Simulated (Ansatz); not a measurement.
# Transmission past a defect: Ni wire of staggered 3-rings, Fe in place of one Ni

What does the defect do to the conductance?

Method: DFT PBE, plane waves, PAW; relaxation of a wire's period, in the first sound run; inputs show where later runs differ, in Ansatz 0.2.0.

## Step 1: The starting structure

The cell holds 6 atoms: 6 Ni. Its edges and angles: a = 9.617 Å, b = 9.239 Å, c = 4.082 Å, α = 90.0°, β = 90.0°, γ = 90.0°. Vacuum lies along a and b. The structure's axis is c.

## Step 2: Relaxation of atoms and period

Band widths follow the bond lengths, so the wire is relaxed first. The atoms and the third cell vector are free; the box across stays fixed as vacuum. Moments are seeded so that a magnetic state can form if it lies lower. A Fermi-Dirac smearing is set since the result may be a metal. The pressure printed is a third of the stress's trace over the whole box, vacuum included; only the stress along the axis is relaxed.

Input file input.yaml:

```yaml
crystal:
  lattice:
    - [9.617, 0.0, 0.0]
    - [0.0, 9.239, 0.0]
    - [0.0, 0.0, 4.0819860264]
  atoms:
    - { symbol: Ni, position: [0.426759556, 0.6320203, 0.0], spin: 0.8 }
    - { symbol: Ni, position: [0.426759556, 0.368005195, 0.0], spin: 0.8 }
    - { symbol: Ni, position: [0.646416409, 0.500012748, 0.0], spin: 0.8 }
    - { symbol: Ni, position: [0.353540605, 0.500012748, 0.5], spin: 0.8 }
    - { symbol: Ni, position: [0.573197458, 0.6320203, 0.5], spin: 0.8 }
    - { symbol: Ni, position: [0.573197458, 0.368005195, 0.5], spin: 0.8 }
magnetization:
  spin_polarized: true
kpoints:
  mp_grid: { grid: [1, 1, 20] }
scf:
  occupations: { method: fermi_dirac, width: 0.05 }
hamiltonian:
  xc: pbe
relax:
  cell: { fix: [a, b, alpha, beta, gamma] }
  max_steps: 60
```

Launch:

```bash
$ ansatz run input.yaml --threads 4 --pin off --max-ram 16384MiB --backend cpu --events-out ev --progress --plain --runs-dir out
```

Numbers of over 12 decimals in the logs are rounded to 6 here.

Log:

```text
Engine: ansatz 0.2.0, aarch64-unknown-linux-gnu
Pseudopotentials: kind: paw
Pseudopotential: Ni, paw, valence charge 18, recommended cutoff 420 eV (normal), Ni.paw.azcp
Functional definition: PBE
  parameter kappa = 0.804
  parameter beta = 0.066725
  exchange = pbe_x(kappa = kappa, mu = beta*pi^2/3)
  correlation = pbe_c(beta = beta)
Crystal: 6 atoms, lattice volume = 362.690 Å³
Basis set: ecut = 420 eV, 7095 PW (Γ), exchange–correlation on 144×128×60 points (8 copies of the dense FFT grid, shifted against one another)
Bands: 68, of which v1, the nominal top of the filled ones, is band 54 counted from 1 (53 counted from 0)
Symmetry: 8 space group operations
Space group: Pmma (ITA 51), of the structure as read, at distance tolerance 7.1e-5 Å
Magnetic group: BNS 51.289 (UNI 387), of the structure as read, at distance tolerance 7.1e-5 Å
k-points: 11 of 20
Non-local potential: Ni, projectors of the file, l = 0: 3, l = 1: 2, l = 2: 3, l = 3: 1
PAW form: soft (Blöchl's): semilocal exchange-correlation on the pseudo side does not see the compensation charge
PAW one-centre angular grid: Ni, 590 points (default); XC on 64 Gauss nodes
Initial density: superposition of atomic densities (neutral atoms: chi_scale 0, normalization atom)
Starting moments: Σ|m| = 4.8 μB on 6 of 6 sites
Initial wavefunctions: pseudopotential atomic-orbital guess
Functional: x = pbe(κ = 0.804, μ = 0.219515), c = pbe(β = 0.066725)
SCF iter   1: F=—  HF=-35022.152631 eV  |F-HF|=—  |Δ(HF+E_count)|=         —  Δρ=3.14e-2 (↑3.14e-2 ↓2.08e-2)  dr2=1.29e1  dr2_m=8.03e-1  M=5.742 μB ∫|m|=5.841 μB  β_m=0.30  ethr=3.10e-3  ⟨swp⟩=7.8  Hψ=7026  notcnv=0  defer=3
Mixer restart at iter 1: flushing history
preconditioner: auto → LDOS  [metal: Δε(μ)=0.014 eV  Ē_g=5.188 eV  σ=0.050 eV  W_gap=0.07  n_scr=78 (ndim 8)  ℏωp=15.1 eV  f_vac=0.647  D(μ)=15.87/eV (n_scr^D=130)]
spin=Collinear: LDOS preconditioning applied to the charge; magnetization (m = ρ↑ − ρ↓) channel mixes plain (no charge-response kernel on spin).
SCF iter   2: F=—  HF=-35024.057287 eV  |F-HF|=—  |Δ(HF+E_count)|=    1.90e0  Δρ=2.22e-2 (↑2.22e-2 ↓1.22e-2)  dr2=3.06e0  dr2_m=5.47e-1  M=5.915 μB ∫|m|=6.056 μB  β_m=0.45  ethr=3.10e-3  ⟨swp⟩=3.0  Hψ=2647  notcnv=0  defer=106
SCF iter   3: F=—  HF=-35028.188802 eV  |F-HF|=—  |Δ(HF+E_count)|=    4.13e0  Δρ=7.35e-3 (↑4.94e-3 ↓7.35e-3)  dr2=8.24e-2  dr2_m=1.01e-1  M=5.969 μB ∫|m|=6.230 μB  β_m=0.56  ethr=2.84e-3  ⟨swp⟩=3.0  Hψ=2496  notcnv=0  defer=100
SCF iter   4: F=—  HF=-35029.127955 eV  |F-HF|=—  |Δ(HF+E_count)|=         —  Δρ=7.17e-3 (↑4.11e-3 ↓7.17e-3)  dr2=2.77e-1  dr2_m=1.28e-2  M=5.725 μB ∫|m|=6.062 μB  β_m=0.56  ethr=7.63e-5  ⟨swp⟩=3.6  Hψ=3061  notcnv=0  defer=101
SCF iter   5: F=—  HF=-35029.319963 eV  |F-HF|=—  |Δ(HF+E_count)|=   1.92e-1  Δρ=3.68e-3 (↑3.68e-3 ↓8.95e-4)  dr2=2.33e-2  dr2_m=1.37e-2  M=5.718 μB ∫|m|=6.100 μB  β_m=0.59  ethr=7.63e-5  ⟨swp⟩=3.0  Hψ=2986  notcnv=0  defer=101
SCF iter   6: F=—  HF=-35029.305046 eV  |F-HF|=—  |Δ(HF+E_count)|=   1.49e-2  Δρ=2.05e-3 (↑4.49e-4 ↓2.05e-3)  dr2=9.17e-3  dr2_m=4.19e-3  M=5.698 μB ∫|m|=6.071 μB  β_m=0.79  ethr=2.16e-5  ⟨swp⟩=2.6  Hψ=2956  notcnv=0  defer=107
SCF iter   7: F=—  HF=-35029.311154 eV  |F-HF|=—  |Δ(HF+E_count)|=   6.11e-3  Δρ=4.76e-4 (↑2.34e-4 ↓4.76e-4)  dr2=2.98e-4  dr2_m=3.56e-4  M=5.699 μB ∫|m|=6.074 μB  β_m=0.72  ethr=8.49e-6  ⟨swp⟩=2.0  Hψ=2316  notcnv=0  defer=107
SCF iter   8: F=—  HF=-35029.311989 eV  |F-HF|=—  |Δ(HF+E_count)|=   8.35e-4  Δρ=1.46e-4 (↑7.67e-5 ↓1.46e-4)  dr2=3.07e-5  dr2_m=2.99e-5  M=5.697 μB ∫|m|=6.072 μB  β_m=0.86  ethr=2.75e-7  ⟨swp⟩=2.5  Hψ=2697  notcnv=0  defer=107
SCF iter   9: F=—  HF=-35029.312066 eV  |F-HF|=—  |Δ(HF+E_count)|=   7.70e-5  Δρ=7.63e-5 (↑2.45e-5 ↓7.63e-5)  dr2=1.39e-5  dr2_m=4.57e-6  M=5.697 μB ∫|m|=6.072 μB  β_m=0.90  ethr=2.84e-8  ⟨swp⟩=2.4  Hψ=2899  notcnv=0  defer=107
SCF iter  10: F=—  HF=-35029.312070 eV  |F-HF|=—  |Δ(HF+E_count)|=   3.33e-6  Δρ=1.95e-5 (↑7.40e-6 ↓1.95e-5)  dr2=1.48e-6  dr2_m=4.53e-7  M=5.697 μB ∫|m|=6.072 μB  β_m=0.95  ethr=1.29e-8  ⟨swp⟩=2.0  Hψ=2168  notcnv=0  defer=107
SCF iter  11: F=—  HF=-35029.312070 eV  |F-HF|=—  |Δ(HF+E_count)|=   7.37e-7  Δρ=7.57e-6 (↑2.58e-6 ↓7.57e-6)  dr2=3.11e-7  dr2_m=4.64e-8  M=5.697 μB ∫|m|=6.072 μB  β_m=0.92  ethr=1.37e-9  ⟨swp⟩=2.0  Hψ=2229  notcnv=0  defer=107
SCF iter  12: F=—  HF=-35029.312070 eV  |F-HF|=—  |Δ(HF+E_count)|=   4.80e-8  Δρ=3.08e-6 (↑2.36e-6 ↓3.08e-6)  dr2=1.97e-7  dr2_m=7.11e-9  M=5.697 μB ∫|m|=6.072 μB  β_m=0.72  ethr=2.88e-10  ⟨swp⟩=2.0  Hψ=2200  notcnv=0  defer=107
SCF iter  13: F=-35029.312070 eV  HF=-35029.312070 eV  |F-HF|=2.74e-8  |Δ(HF+E_count)|=   4.66e-8  Δρ=2.69e-6 (↑6.42e-7 ↓2.69e-6)  dr2=3.20e-8  dr2_m=4.64e-9  M=5.697 μB ∫|m|=6.072 μB  ethr=9.26e-11  ⟨swp⟩=2.8  Hψ=5259  notcnv=0
SCF 1 converged in 13 iterations: F = -35029.312070 eV  dr2 = 3.20e-8
  greatest PAW one-centre occupation: 1.001 electrons in one spin orbital (limit 2), on the Ni atom at site 5 (counted from 0), in its partial waves of l = 1
relax step   1: F+E_penalty+E_count = -35029.31207036 eV  Δ(F+E_penalty+E_count) = +0.000e0 eV  max|allowed force component| = 1.078e0 eV/Å  Δτ_max = 0.0000 Å  P = -2.141 GPa  Ω = 362.690 Å³  fix = [a, b, alpha, beta, gamma]  reactions: a -1.948, b -1.935 GPa  (13 SCF iters, dr2 threshold 1.00e-7 eV, accepted)
Crystal: 6 atoms, lattice volume = 358.140 Å³
Basis set: ecut = 420 eV, 6987 PW (Γ), exchange–correlation on 144×128×60 points (8 copies of the dense FFT grid, shifted against one another)
Initial density: handed on by an earlier stage of this run
Starting moments: Σ|m| = 4.8 μB on 6 of 6 sites; this step starts from the density that it was given
Initial wavefunctions: those handed on with the density
iter 1 solved again at ethr=9.11e-5 eV; its pass at ethr=3.10e-3 eV (dr2=9.83e-2 eV) is discarded
SCF iter   1: F=—  HF=-35029.542325 eV  |F-HF|=—  |Δ(HF+E_count)|=         —  Δρ=4.68e-3 (↑2.84e-3 ↓4.68e-3)  dr2=1.00e-1  dr2_m=1.58e-2  M=5.710 μB ∫|m|=6.072 μB  β_m=0.30  ethr=9.11e-5  ⟨swp⟩=2.8  Hψ=7520  notcnv=0
preconditioner: auto → LDOS  [metal: Δε(μ)=0.018 eV  Ē_g=5.013 eV  σ=0.050 eV  W_gap=0.09  n_scr=78 (ndim 8)  ℏωp=15.2 eV  f_vac=0.682  D(μ)=8.60/eV (n_scr^D=58)]
spin=Collinear: LDOS preconditioning applied to the charge; magnetization (m = ρ↑ − ρ↓) channel mixes plain (no charge-response kernel on spin).
SCF iter   2: F=—  HF=-35029.524521 eV  |F-HF|=—  |Δ(HF+E_count)|=   1.78e-2  Δρ=2.73e-3 (↑1.39e-3 ↓2.73e-3)  dr2=8.24e-3  dr2_m=7.52e-3  M=5.695 μB ∫|m|=6.055 μB  β_m=0.35  ethr=9.11e-5  ⟨swp⟩=2.2  Hψ=2470  notcnv=0
[...]
relax step   5: F+E_penalty+E_count = -35029.62121461 eV  Δ(F+E_penalty+E_count) = -1.209e-3 eV  max|allowed force component| = 2.550e-3 eV/Å  Δτ_max = 0.0037 Å  P = +0.075 GPa  Ω = 353.653 Å³  energy of the carried Pulay correction = +7.060e-4 eV  fix = [a, b, alpha, beta, gamma]  reactions: a +0.065, b +0.103 GPa  (7 SCF iters, dr2 threshold 1.10e-7 eV, accepted)
[...]
relax step   6: F+E_penalty+E_count = -35029.62125187 eV  Δ(F+E_penalty+E_count) = -3.726e-5 eV  max|allowed force component| = 1.067e-3 eV/Å  Δτ_max = 0.0006 Å  P = +0.055 GPa  Ω = 354.033 Å³  energy of the carried Pulay correction = +6.759e-4 eV  fix = [a, b, alpha, beta, gamma]  reactions: a +0.061, b +0.104 GPa  (8 SCF iters, dr2 threshold 8.06e-9 eV, accepted)
Basis set: ecut = 420 eV, 6939 PW (Γ), exchange–correlation on 144×128×54 points (8 copies of the dense FFT grid, shifted against one another)
Initial wavefunctions: pseudopotential atomic-orbital guess (no wavefunctions were taken with the density)
iter 1 solved again at ethr=5.82e-6 eV; its pass at ethr=3.10e-3 eV (dr2=6.29e-3 eV) is discarded
SCF iter   1: F=—  HF=-35029.620097 eV  |F-HF|=—  |Δ(HF+E_count)|=         —  Δρ=5.27e-5 (↑1.79e-5 ↓5.27e-5)  dr2=1.16e-5  dr2_m=1.20e-6  M=5.607 μB ∫|m|=5.950 μB  β_m=0.65  ethr=5.82e-6  ⟨swp⟩=3.0  Hψ=10154  notcnv=0
eigensolver tolerance schedule: the retry pair's looser diagonalisation over-reported the residual by 541.43 of it (diagonalisation noise at an unbounded share of the residual, at the tolerance the schedule requests for it); recorded, not acted on — ethr = c·dr2/N_el stays at c = 1.0e-1
preconditioner: auto → LDOS  [metal: Δε(μ)=0.008 eV  Ē_g=5.196 eV  σ=0.050 eV  W_gap=0.04  n_scr=12 (ndim 8)  ℏωp=15.3 eV  f_vac=0.686  D(μ)=8.60/eV (n_scr^D=58)]
spin=Collinear: LDOS preconditioning applied to the charge; magnetization (m = ρ↑ − ρ↓) channel mixes plain (no charge-response kernel on spin).
SCF iter   2: F=—  HF=-35029.620305 eV  |F-HF|=—  |Δ(HF+E_count)|=   2.08e-4  Δρ=2.27e-5 (↑2.27e-5 ↓2.14e-5)  dr2=6.55e-6  dr2_m=1.06e-8  M=5.607 μB ∫|m|=5.949 μB  β_m=0.57  ethr=1.07e-8  ⟨swp⟩=2.5  Hψ=2706  notcnv=0
SCF iter   3: F=—  HF=-35029.620304 eV  |F-HF|=—  |Δ(HF+E_count)|=   7.82e-7  Δρ=1.54e-5 (↑7.06e-6 ↓1.54e-5)  dr2=5.76e-7  dr2_m=2.57e-7  M=5.606 μB ∫|m|=5.949 μB  β_m=0.59  ethr=6.07e-9  ⟨swp⟩=2.2  Hψ=1920  notcnv=0
SCF iter   4: F=—  HF=-35029.620304 eV  |F-HF|=—  |Δ(HF+E_count)|=   4.92e-7  Δρ=1.32e-5 (↑1.32e-5 ↓5.97e-6)  dr2=8.75e-7  dr2_m=6.48e-8  M=5.606 μB ∫|m|=5.949 μB  β_m=0.59  ethr=5.34e-10  ⟨swp⟩=2.0  Hψ=2559  notcnv=0
SCF iter   5: F=—  HF=-35029.620304 eV  |F-HF|=—  |Δ(HF+E_count)|=   3.80e-8  Δρ=2.30e-6 (↑2.30e-6 ↓1.83e-6)  dr2=1.11e-7  dr2_m=9.05e-9  M=5.606 μB ∫|m|=5.949 μB  β_m=0.51  ethr=5.34e-10  ⟨swp⟩=2.0  Hψ=2154  notcnv=0
SCF iter   6: F=—  HF=-35029.620304 eV  |F-HF|=—  |Δ(HF+E_count)|=   6.71e-9  Δρ=8.42e-7 (↑8.42e-7 ↓7.48e-7)  dr2=2.15e-9  dr2_m=1.10e-9  M=5.606 μB ∫|m|=5.949 μB  β_m=0.73  ethr=1.03e-10  ⟨swp⟩=2.0  Hψ=2153  notcnv=0
SCF iter   7: F=—  HF=-35029.620304 eV  |F-HF|=—  |Δ(HF+E_count)|=   4.61e-9  Δρ=4.75e-7 (↑3.99e-7 ↓4.75e-7)  dr2=2.15e-9  dr2_m=1.07e-10  M=5.606 μB ∫|m|=5.949 μB  β_m=0.62  ethr=1.99e-12  ⟨swp⟩=3.3  Hψ=3088  notcnv=0
SCF iter   8: F=—  HF=-35029.620304 eV  |F-HF|=—  |Δ(HF+E_count)|=  8.08e-10  Δρ=2.28e-7 (↑1.60e-7 ↓2.28e-7)  dr2=3.35e-10  dr2_m=3.41e-11  M=5.606 μB ∫|m|=5.949 μB  β_m=0.62  ethr=1.99e-12  ⟨swp⟩=2.0  Hψ=2006  notcnv=0
SCF iter   9: F=—  HF=-35029.620304 eV  |F-HF|=—  |Δ(HF+E_count)|=  1.89e-10  Δρ=7.02e-8 (↑5.44e-8 ↓7.02e-8)  dr2=1.26e-11  dr2_m=6.44e-12  M=5.606 μB ∫|m|=5.949 μB  β_m=0.63  ethr=1.00e-12  ⟨swp⟩=2.0  Hψ=1924  notcnv=0
SCF iter  10: F=-35029.620304 eV  HF=-35029.620304 eV  |F-HF|=5.09e-11  |Δ(HF+E_count)|=  5.09e-11  Δρ=6.74e-8 (↑3.62e-8 ↓6.74e-8)  dr2=8.80e-12  dr2_m=6.33e-12  M=5.606 μB ∫|m|=5.949 μB  ethr=1.00e-12  ⟨swp⟩=3.2  Hψ=5028  notcnv=0
SCF 7 converged in 10 iterations: F = -35029.620304 eV  dr2 = 8.80e-12
relax step   7: F+E_penalty+E_count = -35029.62030445 eV  Δ(F+E_penalty+E_count) = +9.474e-4 eV  max|allowed force component| = 1.135e-3 eV/Å  Δτ_max = 0.0000 Å  P = +0.060 GPa  Ω = 354.033 Å³  fix = [a, b, alpha, beta, gamma]  reactions: a +0.064, b +0.107 GPa  stress off target by 1.07e-2 GPa on what of the cell is left free  SCF on the basis re-selected at this cell (its energy is not comparable with the rows above)  (10 SCF iters)
basis re-selected at this cell: Δ(F+E_penalty+E_count) = +9.474e-4 eV, ΔP = +0.005 GPa vs the last step (what re-selecting the basis moved, of the pressure what is left beyond the Pulay correction that the steps carried, after the strain that the cell walked since its last selection, with what the two solves' SCF thresholds leave and, on support functions, any second-order correction that the steps lacked; it is no measure of the basis error at this ecutwfc). The dense FFT grid was sized anew with the basis: this SCF ran on 72×64×27 points, the steps before it on 72×64×30, so part of this shift can come from that change (see relax.cell in the input reference). [rest of the remark cut]
SCF converged after 10 iterations
Magnetization: 5.6058 μB (56.8029 up, 51.1971 down)
Absolute magnetization: 5.9512 μB (∫|ρ↑−ρ↓|, with the PAW one-centre terms)
Spin contamination: 0.0428 ħ² per cell (⟨S²⟩ above its minimum at these occupations)
Per-site moments (μB) at R_I (Å): [(0.877843, 0.957699), (0.877843, 0.957699), (0.874430, 0.959039), (0.874430, 0.959039), (0.877843, 0.957699), (0.877843, 0.957699)]
Free energy (F): -35029.620304 eV
Harris-Foulkes:  -35029.620304 eV  (|F-HF|=5.09e-11)
Internal energy: -35029.548164 eV  (E = F + TS)
E sigma→0 (E₀):  -35029.584234 eV
Entropy (-TS):   -0.072140 eV (-12.023 meV/atom)
Fermi energy:    -0.066781 eV
--- Per-component energies (eV) ---
  E_band       = -3638.714730
  E_kinetic    = 1690.294294
  E_local      = -67953.803152  (includes V_loc(G=0)·N_el)
  E_nonlocal   = 3848.552192
  E_hartree    = 31308.001566
  E_xc         = -495.544308
  E_vxc        = -637.620330  (∫ρ·V_xc dr)
  E_paw        = -9806.389667  (= ΣΔE_a)
  E_vpaw       = -3202.143222  (= ΣTr[D̂ρ^β])
  E_aug_tail   = 0.003123  (compensation charges beyond the density's cutoff)
  E_ewald      = 6379.337787
  E_smearing   = -0.072140  (= −TS)
  E_closure    = -0.000000  (closes the sum)
  Σ components = -35029.620304   (vs F -35029.620304, Δ=0.00e0)
--- Forces (eV/Å), atoms counted from 1 ---
  atom   1  Ni    -0.00113486     0.00082444     0.00000000
  atom   2  Ni    -0.00113486    -0.00082444    -0.00000000
  atom   3  Ni     0.00080422     0.00000000    -0.00000000
  atom   4  Ni    -0.00080422    -0.00000000     0.00000000
  atom   5  Ni     0.00113486     0.00082444     0.00000000
  atom   6  Ni     0.00113486    -0.00082444    -0.00000000
  max |Σ_I F_I| component: 0.00e0 eV/Å
--- Stress (GPa, compression-positive) ---
        0.064022      -0.000000      -0.000000
       -0.000000       0.106579       0.000000
       -0.000000       0.000000       0.010731
  P = ⅓ Tr σ = 0.0604 GPa (0.604 kbar)
--- Relaxed structure (6 steps of the walk, 6 accepted, 1 SCFs on fresh bases) ---
  F+E_penalty+E_count = -35029.62030445 eV   max|allowed force component| = 1.135e-3 eV/Å   (the final SCF, on the basis selected at the relaxed cell)
  cell:  # Å, volume = 354.0334 Å³
    - [9.617, 0, 0]
    - [0, 9.239, 0]
    - [0, 0, 3.984553]
  atoms:
    - { symbol: Ni, position: [0.430113, 0.625659, -7.992213197395216e-19] }
    - { symbol: Ni, position: [0.430113, 0.374366, 7.992213197395204e-19] }
    - { symbol: Ni, position: [0.639575, 0.500013, 0] }
    - { symbol: Ni, position: [0.360382, 0.500013, 0.500000] }
    - { symbol: Ni, position: [0.569844, 0.625659, 0.500000] }
    - { symbol: Ni, position: [0.569844, 0.374366, 0.500000] }
```

Run time: 85 s. Hardware: 4 threads of Arm Neoverse V1, shared host; peak memory 1.1 GiB; 5.5 min of CPU time.

Relaxation path:

```
step  energy less that of the first step (eV)  largest force component (eV/Å)  pressure (GPa)  volume (Å³)
   1                                   0.0000                          1.0783           -2.14       362.69
   2                                  -0.2283                          0.6012           -1.14       358.14
   3                                  -0.3024                          0.2003            0.42       353.26
   4                                  -0.3079                          0.0246            0.10       352.35
   5                                  -0.3091                          0.0026            0.07       353.65
   6                                  -0.3092                          0.0011            0.06       354.03
  7*                                  -0.3082                          0.0011            0.06       354.03
```

Relaxation steps marked * repeat the geometry before them on a plane-wave basis chosen anew for their cell, so energy and pressure can jump there.

The run keeps the 8 symmetry operations that it works with, so distortions that break them were not tested.

```
cell as run  before  after  change
      c (Å)   4.082  3.985  -2.4 %
```

The atoms that moved most (Å, along periodic axes as changes of fractional coordinates times the final cell, across vacuum about the mean position):

```
atom      dx      dy     dz  length
 Ni2   0.032   0.059  0.000   0.067
 Ni6  -0.032   0.059  0.000   0.067
 Ni5  -0.032  -0.059  0.000   0.067
 Ni1   0.032  -0.059  0.000   0.067
 Ni4   0.066   0.000  0.000   0.066
 Ni3  -0.066   0.000  0.000   0.066
```

Final coordinates:

```xyz
6
Lattice="9.6170 0.0000 0.0000 0.0000 9.2390 0.0000 0.0000 0.0000 3.9846" Properties=species:S:1:pos:R:3
Ni    4.1364    5.7805    0.0000
Ni    4.1364    3.4588    0.0000
Ni    6.1508    4.6196    0.0000
Ni    3.4658    4.6196    1.9923
Ni    5.4802    5.7805    1.9923
Ni    5.4802    3.4588    1.9923
```

Numbers from this step:

* energy at zero smearing: -35029.5842 eV
* total moment: 5.606 μB
* absolute moment: 5.951 μB
* cell length along the wire: 3.985 Å

Site moment by atom:

```
atom  site moment (μB)
 Ni1             0.878
 Ni2             0.878
 Ni3             0.874
 Ni4             0.874
 Ni5             0.878
 Ni6             0.878
```

The cell's length comes to 3.985 Å with an absolute moment of 5.95 μB a cell.

[end of part 1 of 5]

[Logs are printed without paths, hosts, clocks, repeated set-up lines and the standing remarks that a program may print on its own settings, such as how far it seeks lower states.]

[Hosts, paths, dates, database ids (printed as entryN), source tags and the programs' standing remarks are cut or masked in the printed files.]
